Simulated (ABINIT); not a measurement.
# BaS (Fm-3m) in ABINIT: further runs

One crystal, BaS, is run at these levels: PBEsol, LDA, PBE; tasks: single point.

Everything below comes from runs of ABINIT 10.8.3 (patched build). Logs are shortened: lines on timing, memory, paths and dates and some standing lists are left out, and cuts for length are marked. The log counts tension as positive stress, the text compression.

## (1) The crystal as given

The structure is cubic, space group Fm-3m (No. 225). The conventional cell has a = 6.388 Å, b = 6.388 Å, c = 6.388 Å, α = 90.00°, β = 90.00°, γ = 90.00°. Around Ba (site symmetry m-3m) lie 6 S at 3.19 Å. S (site symmetry m-3m) is surrounded by 6 Ba at 3.19 Å.

## (2) Single point, PBEsol

run.abi reads:

```
# Pseudopotentials
pp_dirpath "./"
pseudos "Ba.GGA_PBE-JTH.xml, S.GGA_PBE-JTH.xml"

# Structure
acell 3*1.0
rprim
     0.0000000000     6.0353128105     6.0353128105
     6.0353128105     0.0000000000     6.0353128105
     6.0353128105     6.0353128105     0.0000000000
ntypat 2
znucl 56 16
natom 2
typat 1 2
xred
     0.0000000000     0.0000000000     0.0000000000
     0.5000000000     0.5000000000     0.5000000000

# Plane-wave basis
ecut 20.0
pawecutdg 40.0

# k points
kptopt 1
ngkpt 6 6 6
nshiftk 1
shiftk 0.0 0.0 0.0

# Exchange and correlation
ixc -116133

# Bands and occupations
nband 12
occopt 3
tsmear 0.05 eV

# SCF cycle
nstep 100
tolvrs 1.0e-9

# Output
iomode 3
prtwf 0
prteig 0
prtebands 0
enunit 1
prtden 1
prtvha 1
prtvclmb 1
prtpot 1
```

Potentials or basis: JTH PAW PBE v2.0.

On the command line:

```console
$ abinit run.abi > log 2>&1
```

run.abo:

```text
.Version 10.8.3 of ABINIT
 Symmetries : space group Fm -3 m (#225); Bravais cF (face-center cubic)
================================================================================
 Values of the parameters that define the memory need of the present run
     intxc =       0    ionmov =       0      iscf =      17    lmnmax =      18
     lnmax =       6     mgfft =      36  mpssoang =       3    mqgrid =    3001
     natom =       2  nloc_mem =       2    nspden =       1   nspinor =       1
    nsppol =       1      nsym =      48    n1xccc =       1    ntypat =       2
    occopt =       3   xclevel =       2
       mpw =        1895          nfft =       46656          nkpt =          16
 PAW method is used; the additional fine FFT grid is defined by:
   mgfftf=        50    nfftf =    125000
================================================================================
================================================================================

--------------------------------------------------------------------------------
------------- Echo of variables that govern the present computation ------------
--------------------------------------------------------------------------------
 -outvars: echo values of preprocessed input variables --------
            acell      1.0000000000E+00  1.0000000000E+00  1.0000000000E+00 Bohr
              amu      1.37327000E+02  3.20660000E+01
             ecut      2.00000000E+01 Hartree
           enunit           1
              ixc     -116133
         kptrlatt        6    0    0      0    6    0      0    0    6
          kptrlen      5.12113274E+01
            natom           2
            nband          12
            ngfft          36      36      36
          ngfftdg          50      50      50
             nkpt          16
            nstep         100
             nsym          48
           ntypat           2
           occopt           3
        pawecutdg      4.00000000E+01 Hartree
         pawxcdev           0
        prtebands           0
           prteig           0
           prtpot           1
         prtvclmb           1
           prtvha           1
            prtwf           0
            rprim      0.0000000000E+00  6.0353128105E+00  6.0353128105E+00
                       6.0353128105E+00  0.0000000000E+00  6.0353128105E+00
                       6.0353128105E+00  6.0353128105E+00  0.0000000000E+00
          spgroup         225
           tolvrs      1.00000000E-09
           tsmear      1.83746611E-03 Hartree
            typat      1  2
           useylm           1
           xangst      0.0000000000E+00  0.0000000000E+00  0.0000000000E+00
                       3.1937499978E+00  3.1937499978E+00  3.1937499978E+00
            xcart      0.0000000000E+00  0.0000000000E+00  0.0000000000E+00
                       6.0353128105E+00  6.0353128105E+00  6.0353128105E+00
             xred      0.0000000000E+00  0.0000000000E+00  0.0000000000E+00
                       5.0000000000E-01  5.0000000000E-01  5.0000000000E-01
            znucl       56.00000   16.00000

================================================================================

 chkinp: Checking input parameters for consistency.

================================================================================
== DATASET  1 ==================================================================

--- !DatasetInfo
iteration_state: {dtset: 1, }
dimensions: {natom: 2, nkpt: 16, mband: 12, nsppol: 1, nspinor: 1, nspden: 1, mpw: 1895, }
cutoff_energies: {ecut:  20.0, pawecutdg:  40.0, }
electrons: {nelect:   1.60000000E+01, charge:   0.00000000E+00, occopt:   3.00000000E+00, tsmear:   1.83746611E-03, }
meta: {optdriver: 0, ionmov: 0, optcell: 0, iscf: 17, paral_kgb: 0, }
...

 Real(R)+Recip(G) space primitive vectors, cartesian coordinates (Bohr,Bohr^-1):
 R(1)=  0.0000000  6.0353128  6.0353128  G(1)= -0.0828457  0.0828457  0.0828457
 R(2)=  6.0353128  0.0000000  6.0353128  G(2)=  0.0828457 -0.0828457  0.0828457
 R(3)=  6.0353128  6.0353128  0.0000000  G(3)=  0.0828457  0.0828457 -0.0828457
 Unit cell volume ucvol=  4.3967255E+02 bohr^3
 Angles (23,13,12)=  6.00000000E+01  6.00000000E+01  6.00000000E+01 degrees

 Coarse grid specifications (used for wave-functions):

 getcut: wavevector=  0.0000  0.0000  0.0000  ngfft=  36  36  36
         ecut(hartree)=     20.000   => boxcut(ratio)=   2.09511

 Fine grid specifications (used for densities):

 getcut: wavevector=  0.0000  0.0000  0.0000  ngfft=  50  50  50
         ecut(hartree)=     40.000   => boxcut(ratio)=   2.05842

--- Pseudopotential description ------------------------------------------------
- pspini: atom type   1  psp file is ./Ba.GGA_PBE-JTH.xml
 Pseudopotential format is: paw10
 basis_size (lnmax)=  6 (lmn_size= 18), orbitals=   0   0   1   1   2   2
 Spheres core radius: rc_sph= 2.31518568
 Shapefunction is SIN type: shapef(r)=[sin(pi*r/rshp)/(pi*r/rshp)]**2
 Radius for shape functions =  1.90897922
 Compensation charge density is not taken into account in XC energy/potential

- pspini: atom type   2  psp file is ./S.GGA_PBE-JTH.xml
 Pseudopotential format is: paw10
 basis_size (lnmax)=  4 (lmn_size=  8), orbitals=   0   0   1   1
 Spheres core radius: rc_sph= 1.90380259
 Shapefunction is SIN type: shapef(r)=[sin(pi*r/rshp)/(pi*r/rshp)]**2
 Radius for shape functions =  1.40128485
 Compensation charge density is not taken into account in XC energy/potential

   1.03873941E+03                                ecore*ucvol(ha*bohr**3)
--------------------------------------------------------------------------------

[... 7 lines left out ...]

     iter   Etot(hartree)      deltaE(h)  residm     nres2
 ETOT  1  -36.293109640514    -3.629E+01 2.720E-02 2.839E+00
 ETOT  2  -36.298266932429    -5.157E-03 3.484E-03 4.120E-01
 ETOT  3  -36.298079956418     1.870E-04 1.120E-03 1.180E-01
 ETOT  4  -36.298292877577    -2.129E-04 1.351E-03 3.572E-03
 ETOT  5  -36.298339974435    -4.710E-05 3.390E-04 1.672E-04
 ETOT  6  -36.298342150055    -2.176E-06 2.509E-04 3.115E-05
 ETOT  7  -36.298342675540    -5.255E-07 6.196E-05 1.894E-06
 ETOT  8  -36.298342686758    -1.122E-08 1.041E-04 2.607E-07
 ETOT  9  -36.298342685980     7.776E-10 2.111E-05 4.753E-09
 ETOT 10  -36.298342685969     1.141E-11 3.744E-05 8.583E-10

 At SCF step   10       nres2   =  8.58E-10 < tolvrs=  1.00E-09 =>converged.

 Cartesian components of stress tensor (hartree/bohr^3)
  sigma(1 1)=  2.34399760E-05  sigma(3 2)=  0.00000000E+00
  sigma(2 2)=  2.34399760E-05  sigma(3 1)=  0.00000000E+00
  sigma(3 3)=  2.34399760E-05  sigma(2 1)=  0.00000000E+00

--- !ResultsGS
iteration_state: {dtset: 1, }
comment   : Summary of ground state results
lattice_vectors:
- [  0.0000000,   6.0353128,   6.0353128, ]
- [  6.0353128,   0.0000000,   6.0353128, ]
- [  6.0353128,   6.0353128,   0.0000000, ]
lattice_lengths: [   8.53522,    8.53522,    8.53522, ]
lattice_angles: [ 60.000,  60.000,  60.000, ] # degrees, (23, 13, 12)
lattice_volume:   4.3967255E+02
convergence: {deltae:  1.141E-11, res2:  8.583E-10, residm:  3.744E-05, diffor: null, }
etotal    :  -3.62983427E+01
entropy   :   0.00000000E+00
fermie    :   1.04613792E-01
cartesian_stress_tensor: # hartree/bohr^3
- [  2.34399760E-05,   0.00000000E+00,   0.00000000E+00, ]
- [  0.00000000E+00,   2.34399760E-05,   0.00000000E+00, ]
- [  0.00000000E+00,   0.00000000E+00,   2.34399760E-05, ]
pressure_GPa:  -6.8963E-01
xred      :
- [  0.0000E+00,   0.0000E+00,   0.0000E+00, Ba]
- [  5.0000E-01,   5.0000E-01,   5.0000E-01,  S]
cartesian_forces: # hartree/bohr
- [ -0.00000000E+00,  -0.00000000E+00,  -0.00000000E+00, ]
- [ -0.00000000E+00,  -0.00000000E+00,  -0.00000000E+00, ]
force_length_stats: {min:   0.00000000E+00, max:   0.00000000E+00, mean:   0.00000000E+00, }
...

 Integrated electronic density in atomic spheres:
 ------------------------------------------------
 Atom  Sphere_radius  Integrated_density
    1        2.31519          6.49640303
    2        1.90380          3.56009828

================================================================================

 ----iterations are completed or convergence reached----

 Mean square residual over all n,k,spin=   40.265E-08; max=  37.438E-06
 reduced coordinates (array xred) for    2 atoms
       0.000000000000      0.000000000000      0.000000000000
       0.500000000000      0.500000000000      0.500000000000
 rms dE/dt=  0.0000E+00; max dE/dt=  0.0000E+00; dE/dt below (all hartree)
    1       0.000000000000      0.000000000000      0.000000000000
    2       0.000000000000      0.000000000000      0.000000000000

 cartesian coordinates (angstrom) at end:
    1      0.00000000000000     0.00000000000000     0.00000000000000
    2      3.19374999782086     3.19374999782086     3.19374999782086

 cartesian forces (hartree/bohr) at end:
    1     -0.00000000000000    -0.00000000000000    -0.00000000000000
    2     -0.00000000000000    -0.00000000000000    -0.00000000000000
 frms,max,avg= 0.0000000E+00 0.0000000E+00   0.000E+00  0.000E+00  0.000E+00 h/b

 cartesian forces (eV/Angstrom) at end:
    1     -0.00000000000000    -0.00000000000000    -0.00000000000000
    2     -0.00000000000000    -0.00000000000000    -0.00000000000000
 frms,max,avg= 0.0000000E+00 0.0000000E+00   0.000E+00  0.000E+00  0.000E+00 e/A
 length scales=  1.000000000000  1.000000000000  1.000000000000 bohr
              =  0.529177210544  0.529177210544  0.529177210544 angstroms
 Fermi (or HOMO) energy (eV) =   2.84669   Average Vxc (eV)=  -9.14067
 Eigenvalues (   eV  ) for nkpt=  16  k points:
 kpt#   1, nband= 12, wtk=  0.00463, kpt=  0.0000  0.0000  0.0000 (reduced coord)
 -24.18758   -9.22846   -9.22846   -9.22846   -8.50615    1.83539    1.83539    1.83539
   5.25252    5.63364    5.63364    5.63364
 prteigrs : prtvol=0 or 1, do not print more k-points.

--- !EnergyTerms
iteration_state     : {dtset: 1, }
comment             : Components of total free energy in Hartree
kinetic             :  1.35133390704890E+01
hartree             :  4.52069164825397E+00
xc                  : -1.31880402523908E+01
Ewald energy        : -3.12456541999302E+01
psp_core            :  2.36252960503638E+00
local_psp           : -1.50103834527206E+01
PAW spherical_terms :  2.74916291991190E+00
internal            : -3.62983546613503E+01
'-kT*entropy'       : -5.92549801226919E-12
total_energy        : -3.62983546613562E+01
total_energy_eV     : -9.87728548783770E+02
...

--- !EnergyTermsDC
iteration_state     : {dtset: 1, }
comment             : '"Double-counting" decomposition of free energy'
band_energy         : -4.23791230272378E+00
Ewald energy        : -3.12456541999302E+01
psp_core            :  2.36252960503638E+00
xc_dc               : -5.70700284446060E+00
PAW spherical_terms :  2.52969705611519E+00
internal            : -3.62983426859630E+01
'-kT*entropy'       : -5.92549801226919E-12
total_energy_dc     : -3.62983426859689E+01
total_energy_dc_eV  : -9.87728222916880E+02
...

--- !EnergyTermsWithPAWCore
iteration_state     : {dtset: 1, }
comment             : 'Components of total free energy, including PAW core contributions'
Total energy        : -8.53117524266001E+03
Total energy DC     : -8.53117523068462E+03
Total energy (eV)   : -2.32145104660172E+05
Total energy DC (eV): -2.32145104334305E+05
...

 Cartesian components of stress tensor (hartree/bohr^3)
  sigma(1 1)=  2.34399760E-05  sigma(3 2)=  0.00000000E+00
  sigma(2 2)=  2.34399760E-05  sigma(3 1)=  0.00000000E+00
  sigma(3 3)=  2.34399760E-05  sigma(2 1)=  0.00000000E+00

-Cartesian components of stress tensor (GPa)         [Pressure= -6.8963E-01 GPa]
- sigma(1 1)=  6.89627903E-01  sigma(3 2)=  0.00000000E+00
- sigma(2 2)=  6.89627903E-01  sigma(3 1)=  0.00000000E+00
- sigma(3 3)=  6.89627903E-01  sigma(2 1)=  0.00000000E+00

== END DATASET(S) ==============================================================
================================================================================

 -outvars: echo values of variables after computation  --------
            acell      1.0000000000E+00  1.0000000000E+00  1.0000000000E+00 Bohr
           etotal     -3.6298342686E+01
            fcart     -0.0000000000E+00 -0.0000000000E+00 -0.0000000000E+00
                      -0.0000000000E+00 -0.0000000000E+00 -0.0000000000E+00
            rprim      0.0000000000E+00  6.0353128105E+00  6.0353128105E+00
                       6.0353128105E+00  0.0000000000E+00  6.0353128105E+00
                       6.0353128105E+00  6.0353128105E+00  0.0000000000E+00
           strten      2.3439975992E-05  2.3439975992E-05  2.3439975992E-05
                       0.0000000000E+00  0.0000000000E+00  0.0000000000E+00
           xangst      0.0000000000E+00  0.0000000000E+00  0.0000000000E+00
                       3.1937499978E+00  3.1937499978E+00  3.1937499978E+00
             xred      0.0000000000E+00  0.0000000000E+00  0.0000000000E+00
                       5.0000000000E-01  5.0000000000E-01  5.0000000000E-01
 Calculation completed.
```

Run time: 16 s. Hardware: 1 thread of Arm Neoverse V1, shared host; peak memory 0.12 GiB.

What came out:

```
Free energy                                           : -987.7282 eV
Pressure                                              : -0.7 GPa
Band gap on the k mesh                                : 2.00 eV, indirect (least direct gap 2.14 eV)
Valence electrons inside the program's atomic spheres : Ba 6.50; S 3.56
```

Levels at points of the mesh, in eV from the valence-band top:
| k point | band 6 | band 7 | band 8 | band 9 | band 10 | band 11 |
| --- | --- | --- | --- | --- | --- | --- |
| (0.00, 0.00, 0.00) | 0.00 | 0.00 | 0.00 | 3.42 | 3.80 | 3.80 |
| (0.50, 0.00, 0.00) | -1.98 | -1.10 | -1.10 | 5.48 | 5.51 | 6.28 |
| (0.50, 0.50, 0.00) | -0.54 | -0.14 | -0.14 | 2.00 | 5.91 | 5.93 |

Caveat: this set's barium file shifts pressures by 1.5 GPa and gaps by 0.1 eV against other sets; the PAW data sets were made with another functional, which shifts forces and pressure a little; spin-orbit coupling is left out, which moves the levels of the heavy elements. A hybrid or GW would open this gap; PBEsol tends to underestimate it.

## (3) Single point, LDA

run.abi reads:

```
# Pseudopotentials
pp_dirpath "./"
pseudos "Ba.LDA_PW-JTH.xml, S.LDA_PW-JTH.xml"

# Structure
acell 8.5352212298 8.5352212298 8.5352212298
rprim
     0.0000000000     0.7071067812     0.7071067812
     0.7071067812     0.0000000000     0.7071067812
     0.7071067812     0.7071067812     0.0000000000
ntypat 2
znucl 56 16
natom 2
typat 1 2
xred
     0.0000000000     0.0000000000     0.0000000000
     0.5000000000     0.5000000000     0.5000000000

# Plane-wave basis
ecut 20.0
pawecutdg 40.0

# k points
kptopt 1
ngkpt 9 9 9
nshiftk 1
shiftk 0.0 0.0 0.0

# Exchange and correlation
ixc 7

# Bands and occupations
nband 12
occopt 3
tsmear 0.05 eV

# SCF cycle
nstep 100
tolvrs 1.0e-9

# Output
iomode 3
prtwf 0
prtden 0
prteig 0
prtebands 0
```

Potentials or basis: JTH PAW LDA v2.0.

On the command line:

```console
$ abinit run.abi > log 2>&1
```

Wall time 23 s (1 thread of Arm Neoverse V1, shared host); peak memory 0.12 GiB.

The run converged. Its results:

```
Free energy                                           : -993.3009 eV
Pressure                                              : -2.0 GPa
Band gap on the k mesh                                : 1.96 eV, indirect (least direct gap 2.11 eV)
Valence electrons inside the program's atomic spheres : Ba 6.49; S 3.57
```

Levels at points of the mesh, in eV from the valence-band top:
```
           k point  band 6  band 7  band 8  band 9  band 10  band 11
(0.00, 0.00, 0.00)    0.00    0.00    0.00    3.30     3.72     3.72
```

Caveat: this set's barium file shifts pressures by 1.5 GPa and gaps by 0.1 eV against other sets; spin-orbit coupling is left out, which moves the levels of the heavy elements; an odd mesh through Γ misses points on the zone boundary, where band edges often lie.

## (4) Single point, PBE

run.abi reads:

```
# Pseudopotentials
pp_dirpath "./"
pseudos "Ba.GGA_PBE-JTH.xml, S.GGA_PBE-JTH.xml"

# Structure
acell 3*1.0 Angstrom
rprim
     0.0000000000     3.1937500000     3.1937500000
     3.1937500000     0.0000000000     3.1937500000
     3.1937500000     3.1937500000     0.0000000000
ntypat 2
znucl 56 16
natom 2
typat 1 2
xred
     0.0000000000     0.0000000000     0.0000000000
     0.5000000000     0.5000000000     0.5000000000

# Plane-wave basis
ecut 20.0
pawecutdg 40.0

# k points
kptopt 1
ngkpt 4 4 4
nshiftk 1
shiftk 0.0 0.0 0.0

# Exchange and correlation
ixc 11

# Bands and occupations
nband 12
occopt 3
tsmear 0.00183747

# SCF cycle
nstep 100
tolvrs 1.0e-9

# Output
iomode 3
prtwf 0
prtden 0
prteig 0
prtebands 0
enunit 1
```

Potentials or basis: JTH PAW PBE v2.0.

On the command line:

```console
$ abinit run.abi > log 2>&1
```

Run time: 7.6 s. Hardware: 1 thread of Arm Neoverse V1, shared host; peak memory 0.12 GiB.

It converged, with:

* Free energy: -987.9475 eV
* Pressure: 1.3 GPa
* Band gap on the k mesh: 2.12 eV, indirect (least direct gap 2.25 eV)
* Valence electrons inside the program's atomic spheres: Ba 6.50; S 3.58

Levels at points of the mesh, in eV from the valence-band top:
```tsv
k point	band 6	band 7	band 8	band 9	band 10	band 11
(0.00, 0.00, 0.00)	0.00	0.00	0.00	3.60	3.88	3.88
(0.50, 0.00, 0.00)	-1.93	-1.08	-1.08	5.55	5.67	6.32
(0.50, 0.50, 0.00)	-0.52	-0.14	-0.14	2.12	5.94	6.03
```

Caveat: the k mesh is coarse (spacing up to 0.43 Å⁻¹), so the values aren't converged; this set's barium file shifts pressures by 1.5 GPa and gaps by 0.1 eV against other sets; spin-orbit coupling is left out, which moves the levels of the heavy elements.

## (5) The runs side by side

| level | potentials or basis | k mesh | mesh quality | gap on the mesh (eV) | pressure (GPa) |
| --- | --- | --- | --- | --- | --- |
| PBEsol | JTH PAW PBE v2.0 | 6 × 6 × 6 | not flagged | 2.00 | -0.7 |
| LDA | JTH PAW LDA v2.0 | 9 × 9 × 9 | not flagged | 1.96 | -2.0 |
| PBE | JTH PAW PBE v2.0 | 4 × 4 × 4 | coarse | 2.12 | 1.3 |

Alike in all rows: task single point; no spin polarisation; cell as given; cutoff (eV) 544; smearing fermi-dirac 0.05 eV.

Caveats: some runs use coarse meshes; this set's barium file shifts pressures by 1.5 GPa and gaps by 0.1 eV against other sets; spin-orbit coupling is left out, which moves the levels of the heavy elements; the PAW data sets were made with another functional, which shifts forces and pressure a little (some runs); an odd mesh through Γ misses points on the zone boundary, where band edges often lie (some runs).

Total energies depend on the potentials used, so only differences within one code and one set of settings carry meaning.
